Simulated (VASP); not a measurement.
# B (Fm-3m) in VASP: further runs, part 2 of 2

VASP 6.6.1. Earlier steps stand in the parts before.

## Step 3: Relaxation of cell and atoms, r2SCAN

This run uses another cell than the first one, of 7.34 Å³/atom, 1.263 times its volume.

Contents of POSCAR:

```
B
1.0
    0.0000000000      1.5425117484      1.5425117484
    1.5425117484      0.0000000000      1.5425117484
    1.5425117484      1.5425117484      0.0000000000
B
1
Direct
    0.0000000000      0.0000000000      0.0000000000
```

Contents of INCAR.step1:

```
ALGO     = Normal         # electronic algorithm
EDIFF    = 1E-4           # SCF threshold, eV
ENCUT    = 600            # plane-wave cutoff, eV
GGA      = PE             # functional
ISMEAR   = 0              # smearing method
LASPH    = T              # aspherical terms in the spheres
LCHARG   = F              # write CHGCAR
LREAL    = F              # projectors in reciprocal space
LWAVE    = T              # write WAVECAR
NELM     = 100            # most SCF steps
PREC     = Accurate       # precision mode
SIGMA    = 0.1            # smearing width, eV
```

Contents of INCAR.step2:

```
ALGO     = Normal         # electronic algorithm
EDIFF    = 1E-6           # SCF threshold, eV
EDIFFG   = -0.04          # ionic threshold
ENCUT    = 600            # plane-wave cutoff, eV
IBRION   = 2              # ionic algorithm
ISIF     = 3              # what is computed and relaxed
ISMEAR   = 0              # smearing method
ISTART   = 1            
LASPH    = T              # aspherical terms in the spheres
LCHARG   = F              # write CHGCAR
LMIXTAU  = T            
LREAL    = F              # projectors in reciprocal space
LWAVE    = F              # write WAVECAR
METAGGA  = R2SCAN         # meta-GGA
NELM     = 100            # most SCF steps
NSW      = 90             # ionic steps
PREC     = Accurate       # precision mode
SIGMA    = 0.1            # smearing width, eV
```

Contents of KPOINTS:

```
k-points
0
Gamma
  10 10 10
```

Potentials or basis: VASP PAW PBE potentials, release 64 (B).

Command:

```console
$ cat potpaw_PBE.64/B/POTCAR > POTCAR
$ cp INCAR.step1 INCAR
$ mpirun -np 1 vasp_std > vasp.out
$ cp INCAR.step2 INCAR
$ mpirun -np 1 vasp_std > vasp.out
```

OUTCAR:

```text
EDIFF = 1E-6
   EDIFFG = -0.04
   ENCUT = 600
   IBRION = 2
   ISIF = 3
   ISMEAR = 0
   ISTART = 1
   LASPH = T
   LREAL = F
   METAGGA = R2SCAN
   NELM = 100
   NSW = 90
   PREC = Accurate

 ion  position               nearest neighbor table
   1  0.000  0.000  0.000-

  LATTYP: Found a face centered cubic cell.
 ALAT       =     3.0850234968

  Lattice vectors:

 A1 = (   0.0000000000,   1.5425117484,   1.5425117484)
 A2 = (   1.5425117484,   0.0000000000,   1.5425117484)
 A3 = (   1.5425117484,   1.5425117484,   0.0000000000)

Analysis of symmetry for initial positions (statically):
=====================================================================
 Subroutine PRICEL returns:
 Original cell was already a primitive cell.

 Routine SETGRP: Setting up the symmetry group for a
 face centered cubic supercell.

 Subroutine GETGRP returns: Found 48 space group operations
 (whereof 48 operations were pure point group operations)
 out of a pool of 48 trial point group operations.

The static configuration has the point symmetry O_h .

Analysis of symmetry for dynamics (positions and initial velocities):
=====================================================================
 Subroutine PRICEL returns:
 Original cell was already a primitive cell.

 Routine SETGRP: Setting up the symmetry group for a
 face centered cubic supercell.

 Subroutine GETGRP returns: Found 48 space group operations
 (whereof 48 operations were pure point group operations)
 out of a pool of 48 trial point group operations.

The dynamic configuration has the point symmetry O_h .

 Subroutine INISYM returns: Found 48 space group operations
 (whereof 48 operations are pure point group operations),
 and found     1 'primitive' translations

----------------------------------------------------------------------------------------

                                     Primitive cell

  volume of cell :       7.3403

  direct lattice vectors                    reciprocal lattice vectors
     0.000000000  1.542511748  1.542511748    -0.324146640  0.324146640  0.324146640
     1.542511748  0.000000000  1.542511748     0.324146640 -0.324146640  0.324146640
     1.542511748  1.542511748  0.000000000     0.324146640  0.324146640 -0.324146640

  length of vectors
     2.181441035  2.181441035  2.181441035     0.561438449  0.561438449  0.561438449

  position of ions in fractional coordinates (direct lattice)
     0.000000000  0.000000000  0.000000000

  ion indices of the primitive-cell ions
   primitive index   ion index
                 1           1

----------------------------------------------------------------------------------------

 KPOINTS: k-points

Automatic generation of k-mesh.
 Grid dimensions read from file:
 generate k-points for:   10   10   10

 Generating k-lattice:

  Cartesian coordinates                     Fractional coordinates (reciprocal lattice)
    -0.032414664  0.032414664  0.032414664     0.100000000  0.000000000  0.000000000
     0.032414664 -0.032414664  0.032414664     0.000000000  0.100000000  0.000000000
     0.032414664  0.032414664 -0.032414664     0.000000000  0.000000000  0.100000000

  Length of vectors
     0.056143845  0.056143845  0.056143845

  Shift w.r.t. Gamma in fractional coordinates (k-lattice)
     0.000000000  0.000000000  0.000000000

 Subroutine IBZKPT returns following result:
 ===========================================

 Found     47 irreducible k-points:

 Following reciprocal coordinates:
            Coordinates               Weight
  0.000000  0.000000  0.000000      1.000000
  0.100000  0.000000  0.000000      8.000000
  0.200000  0.000000  0.000000      8.000000
  0.300000  0.000000  0.000000      8.000000
  0.400000  0.000000  0.000000      8.000000
  0.500000  0.000000  0.000000      4.000000
[... 16 lines left out ...]
  0.300000  0.300000  0.000000      6.000000
  0.400000  0.300000  0.000000     24.000000
 [... further k-points ...]
   k-points           NKPTS =     47   k-points in BZ     NKDIM =     47   number of bands    NBANDS=      5
   number of dos      NEDOS =    301   number of ions     NIONS =      1
   total plane-waves  NPLWV =   5832
   dimension x,y,z NGX =    18 NGY =   18 NGZ =   18
   dimension x,y,z NGXF=    36 NGYF=   36 NGZF=   36
   ions per type =               1
   NGX,Y,Z   is equivalent  to a cutoff of  13.72, 13.72, 13.72 a.u.
   NGXF,Y,Z  is equivalent  to a cutoff of  27.44, 27.44, 27.44 a.u.
 SYSTEM =  unknown system
   PREC   = accura    normal or accurate (medium, high low for compatibility)
   ISTART =      1    job   : 0-new  1-cont  2-samecut
   ICHARG =      0    charge: 1-file 2-atom 10-const
   ISPIN  =      1    spin polarized calculation?
   LNONCOLLINEAR =      F non collinear calculations
   LSORBIT =      F    spin-orbit coupling
   LASPH  =      T    aspherical Exc in radial PAW
   ENCUT  =  600.0 eV  44.10 Ry    6.64 a.u.   4.36  4.36  4.36*2*pi/ulx,y,z
   NELM   =    100;   NELMIN=  2; NELMDL=  0     # of ELM steps
   EDIFF  = 0.1E-05   stopping-criterion for ELM
   LREAL  =      F    real-space projection
   EDIFFG = -.4E-01   stopping-criterion for IOM
   NSW    =     90    number of steps for IOM
   IBRION =      2    ionic relax: 0-MD 1-quasi-New 2-CG
   NFREE  =      1    steps in history (QN), initial steepest desc. (CG)
   ISIF   =      3    stress and relaxation
   ISYM   =      2    0-nonsym 1-usesym 2-fastsym
   POTIM  = 0.5000    time-step for ionic-motion
   TEBEG  =    0.0;   TEEND  =   0.0 temperature during run
   PSTRESS=    0.0 pullay stress
   NELECT =       3.0000    total number of electrons
   NUPDOWN=      -1.0000    fix difference up-down
   EMIN   =  10.00;   EMAX   =-10.00  energy-range for DOS
   EFERMI =   0.00;   METHOD = LEGACY
   ISMEAR =     0;   SIGMA  =   0.10  broadening in eV -4-tet -1-fermi 0-gaus
   EFERMI_NEDOS =   21; number of points for ismear=-14 and -15
   IALGO  =     38    algorithm
   IMIX   =      4    mixing-type and parameters
     AMIX     =   0.40;   BMIX     =  1.00
     AMIX_MAG =   1.60;   BMIX_MAG =  1.00
  volume/ion in A,a.u.               =       7.34        49.53
  Fermi-wavevector in a.u.,A,eV,Ry     =   1.214908  2.295843 20.082223  1.476002
  Thomas-Fermi vector in A             =   2.350313
   LORBIT       =      0    0 simple, 1 ext, 2 COOP (PROOUT), +10 PAW based schemes
   METAGGA = R2SCAN    functional components
   LHFCALC =     F    Hartree Fock is set to
   AEXX    =    0.0000 exact exchange contribution
   IVDW    =     0    specifies the selected vdW correction
   LEPSILON=     F    determine dielectric tensor
   LRPA    =     F    only Hartree local field effects (RPA)
 conjugate gradient relaxation of ions
 non-spin polarized calculation
 Gauss-broadening in eV      SIGMA  =   0.10
  energy-cutoff  :      600.00
  volume of cell :        7.34
 maximum number of plane-waves:       262
 NGX is ok and might be reduce to    18

--------------------------------------- Ionic step        1  -------------------------------------------

 number of electron       3.0000000 magnetization

 Free energy of the ion-electron system (eV)
  ---------------------------------------------------
  ext. energy  EPLUGINS =         0.00000000
  ---------------------------------------------------
  free energy    TOTEN  =        -5.62121319 eV

  energy without entropy =       -5.62014109  energy(sigma->0) =       -5.62067714

 E-fermi :   8.1323     XC(G=0): -13.1044

 val. band max:        7.9507710534   @ k =  -0.4000   0.4000   0.2000
 cond. band min:       8.1895608193   @ k =  -0.3000   0.2000   0.0000
 fundamental gap:      0.2387897659
 Fermi energy:         8.1322637058

 k-point     1 :       0.0000    0.0000    0.0000
  band No.  band energies     occupation
      1      -9.7432      2.00000
      2      22.4700      0.00000
      3      22.4700      0.00000
      4      22.4700      0.00000
      5      38.2440      0.00000

 k-point     2 :       0.1000    0.0000    0.0000
  band No.  band energies     occupation
      1      -9.3258      2.00000
      2      20.6041      0.00000
      3      22.1096      0.00000
      4      22.1097      0.00000
      5      35.8678      0.00000
[... 243 lines left out ...]
  energy  without entropy=       -5.8469496149  energy(sigma->0) =       -5.84759412

--------------------------------------- Ionic step        3  -------------------------------------------

 number of electron       3.0000000 magnetization

 Free energy of the ion-electron system (eV)
  ---------------------------------------------------
  ext. energy  EPLUGINS =         0.00000000
  ---------------------------------------------------
  free energy    TOTEN  =        -5.87153800 eV

  energy without entropy =       -5.87028287  energy(sigma->0) =       -5.87091043

 E-fermi :  10.8757     XC(G=0): -14.1849

 val. band max:       10.6692987857   @ k =  -0.4000   0.5000   0.1000
 cond. band min:      10.9524557339   @ k =  -0.3000   0.2000   0.0000
 fundamental gap:      0.2831569482
 Fermi energy:        10.8756995557

 k-point     1 :       0.0000    0.0000    0.0000
  band No.  band energies     occupation
      1      -9.7992      2.00000
      2      28.5680      0.00000
      3      28.5680      0.00000
      4      28.5680      0.00000
      5      45.0782      0.00000

 k-point     2 :       0.1000    0.0000    0.0000
  band No.  band energies     occupation
      1      -9.3281      2.00000
      2      26.1651      0.00000
      3      28.0877      0.00000
      4      28.0877      0.00000
      5      42.4470      0.00000
[... 204 lines left out ...]
  FREE ENERGIE OF THE ION-ELECTRON SYSTEM (eV)
  ---------------------------------------------------
  free  energy   TOTEN  =        -5.8715379961 eV

  energy  without entropy=       -5.8702828726  energy(sigma->0) =       -5.87091043

 reached required accuracy - stopping structural energy minimisation
```

It took 34 s on 1 thread of Intel Xeon Platinum 8559C (Emerald Rapids), shared host; peak memory 0.11 GiB.

What came out:

```yaml
Free_energy: -5.8715 eV
Relaxed_volume: 5.80 Å³/atom
Relaxed_cell: a = 2.017 Å, b = 2.017 Å, c = 2.017 Å, α = 60.00°, β = 60.00°, γ = 60.00°
Space_group_after_relaxing_to_0.05_Å: Fm-3m (No. 225)
Energy_gained_by_relaxing: 250.3 meV/atom
Ionic_steps: 3
Pressure_after_relaxing: 0.3 GPa
Band_gap_on_the_k_mesh: none (metal or under the smearing width)
```

The path:
```csv
step,energy change (eV),largest force (eV/Å),pressure (GPa),volume (Å³)
1,0.0000,0.0000,-43.08,7.34
2,-0.2270,0.0000,21.25,5.44
3,-0.2503,0.0000,0.35,5.80
```

Final structure:
```
CELL_PARAMETERS angstrom
0.00000 1.42592 1.42592
1.42592 0.00000 1.42592
1.42592 1.42592 0.00000
ATOMIC_POSITIONS crystal
B 0.00000 0.00000 0.00000
```

Levels at points of the mesh, in eV from the Fermi level:
```csv
k point,band 1,band 2,band 3,band 4
"(0.00, 0.00, 0.00)",-20.67,17.69,17.69,17.69
"(0.50, 0.00, 0.00)",-10.75,-6.13,14.45,14.45
"(0.50, 0.50, 0.00)",-7.72,-0.37,6.78,6.78
```

Caveat: the volume moved by over 15 % at a fixed basis, so the end points are rough; the PAW data sets were made with another functional, which shifts forces and pressure a little.

## Step 4: Single point, r2SCAN

This run uses another cell than the first one: it holds 2 atoms, not 1.

Contents of POSCAR:

```
B
1.0
    0.0000000000      2.0259413998      2.0259413998
    2.0259413998      0.0000000000      2.0259413998
    2.0259413998      2.0259413998      0.0000000000
B
2
Direct
    0.5000000000      0.5000000000      0.5000000000
    0.7500000000      0.7500000000      0.7500000000
```

Contents of INCAR.step1:

```
SYSTEM = B
ALGO = Normal ; EDIFF = 1E-4
ENCUT = 520 ; GGA = PE
ISMEAR = 0 ; LASPH = .TRUE.
LCHARG = .FALSE. ; LREAL = .FALSE.
LWAVE = .TRUE. ; NBANDS = 10
NELM = 80 ; PREC = Accurate
SIGMA = 0.1
```

Contents of INCAR.step2:

```
SYSTEM = B
ALGO = Normal ; EDIFF = 1E-6
ENCUT = 520 ; ISIF = 2
ISMEAR = 0 ; ISTART = 1
LASPH = .TRUE. ; LCHARG = .FALSE.
LMIXTAU = .TRUE. ; LREAL = .FALSE.
LWAVE = .FALSE. ; METAGGA = R2SCAN
NBANDS = 10 ; NELM = 80
PREC = Accurate ; SIGMA = 0.1
```

Contents of KPOINTS:

```
k-points
0
G
  8 8 8
  0 0 0
```

Command:

```console
$ cat potpaw_PBE.64/B/POTCAR > POTCAR
$ cp INCAR.step1 INCAR
$ mpirun -np 1 vasp_std > vasp.out
$ cp INCAR.step2 INCAR
$ mpirun -np 1 vasp_std > vasp.out
```

It used 13 s of CPU time on 1 thread of Intel(R) Xeon(R) Platinum 8559C (Emerald Rapids), on a shared host, which was overloaded at the time.

The run converged. Its results:

- Free energy: -12.7015 eV
- Pressure: 0.2 GPa
- Band gap on the k mesh: none (metal or under the smearing width)

Levels at points of the mesh, in eV from the Fermi level:
| k point | band 1 | band 2 | band 3 | band 4 | band 5 | band 6 | band 7 |
| --- | --- | --- | --- | --- | --- | --- | --- |
| (0.00, 0.00, 0.00) | -13.72 | 4.36 | 4.36 | 4.36 | 8.64 | 8.64 | 8.64 |
| (0.50, 0.00, 0.00) | -8.67 | -7.38 | 1.84 | 1.84 | 10.81 | 10.81 | 12.54 |
| (0.50, 0.50, 0.00) | -6.39 | -6.39 | -1.35 | -1.35 | 7.64 | 7.64 | 19.54 |

Caveat: the PAW data sets were made with another functional, which shifts forces and pressure a little.

## Step 5: Overview

| task | cell | k mesh | cutoff (eV) | mesh quality | gap on the mesh (eV) | pressure (GPa) |
| --- | --- | --- | --- | --- | --- | --- |
| single point | Fm-3m, 5.81 Å³/atom | 10 × 10 × 10 | 520 | coarse | none | -0.3 |
| relaxation of cell and atoms | relaxed | 10 × 10 × 10 | 600 | not flagged | none | 0.3 |
| single point | Fd-3m, 8.32 Å³/atom | 8 × 8 × 8 | 520 | not flagged | none | 0.2 |

Alike in all rows: level r2SCAN; potentials or basis VASP PAW PBE potentials, release 64 (B); no spin polarisation; smearing gaussian 0.1 eV.

Caveats: some runs use coarse meshes; the PAW data sets were made with another functional, which shifts forces and pressure a little; the volume moved by over 15 % at a fixed basis, so the end points are rough (some runs).

Absolute energies hang on the potentials; compare differences alone.
